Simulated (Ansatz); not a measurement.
Runs of Ansatz 0.2.0 on MnO. The structure is cubic, space group Fm-3m (No. 225). The conventional cell has a = 4.448 Å, b = 4.448 Å, c = 4.448 Å, α = 90.00°, β = 90.00°, γ = 90.00°. Mn (site symmetry m-3m) is surrounded by 6 O at 2.22 Å. O (site symmetry m-3m) is surrounded by 6 Mn at 2.22 Å. The cell is a database's computed one.

```csv
task,level,potentials or basis,cell,k mesh,cutoff (eV),smearing,points for each segment of the path,mesh quality,gap on the mesh (eV),pressure (GPa),moment (μB),relaxed volume (Å³/atom)
band structure,PBE,SPMS NC,as given,10 × 10 × 10,1034,fermi-dirac 0.05 eV,14,not flagged,none,0.3,4.83,-
band structure,HF,Ansatz PAW,as given,5 × 5 × 5,420,fermi-dirac 0.05 eV,4,coarse,11.27,-,5.00,-
single point,PBE,Ansatz PAW,as given,10 × 10 × 10,420,gaussian 0.029 eV,-,not flagged,none,0.2,4.80,-
single point,PBEsol,Ansatz PAW,as given,10 × 10 × 10,420,gaussian 0.1 eV,-,not flagged,none,-7.0,4.78,-
relaxation of cell and atoms,LDA,Ansatz PAW,relaxed,10 × 10 × 10,420,fermi-dirac 0.05 eV,-,not flagged,none,0.0,4.13,9.44
single point,PBE,Ansatz PAW,as given,10 × 10 × 10,420,gaussian 0.013 eV,-,not flagged,none,0.2,4.80,-
single point,PBE,Ansatz PAW,as given,10 × 10 × 10,420,gaussian 0.02 eV,-,not flagged,none,0.2,4.80,-
band structure,LDA,JTH PAW LDA,as given,10 × 10 × 10,1380,fermi-dirac 0.05 eV,14,not flagged,none,-16.1,4.59,-
band structure,HSE06,Ansatz PAW,as given,6 × 6 × 6,420,fermi-dirac 0.05 eV,4,not flagged,1.24,-,5.00,-
relaxation of cell and atoms,PBE0,Ansatz PAW,relaxed,5 × 5 × 5,420,fermi-dirac 0.05 eV,-,coarse,(a),-,5.00,(d)
relaxation of cell and atoms,RPBE+D3(BJ),Ansatz PAW,relaxed,10 × 10 × 10,420,fermi-dirac 0.05 eV,-,not flagged,none,0.0,4.83,(b)
relaxation of cell and atoms,HSE06,Ansatz PAW,relaxed,5 × 5 × 5,420,fermi-dirac 0.05 eV,-,coarse,(c),-,5.00,11.05
```

Alike in all rows: spin collinear, ferromagnetic start.

Question: Estimate the missing entries.

Answer: (a) 2.16; (b) 11.04; (c) 1.44; (d) 11.06.

Caveats: some runs use coarse meshes; a cell with one magnetic atom can't hold antiferromagnetic order, which such compounds often take; semilocal functionals often make such compounds metallic where correlation or magnetic order opens a gap, which also shifts bond lengths (some runs); the PAW data sets come from PBE, with cores solved anew for the run's functional, which leaves a small shift of forces and pressure (some runs); the magnetic or orbital state may not be the lowest (some runs); the plane-wave basis is chosen anew once the cell has moved, so the energies of steps on either side of that aren't comparable (some runs); the potentials were made for another functional, which shifts forces and pressure (some runs); odd divisions of the mesh miss points on the zone boundary, where band edges often lie, so the gap on the mesh can be too wide (some runs).

A k mesh can miss the band edges.

A gap of «none» marks a metal or a gap under the smearing width.

Not every run made on this cell is shown here.
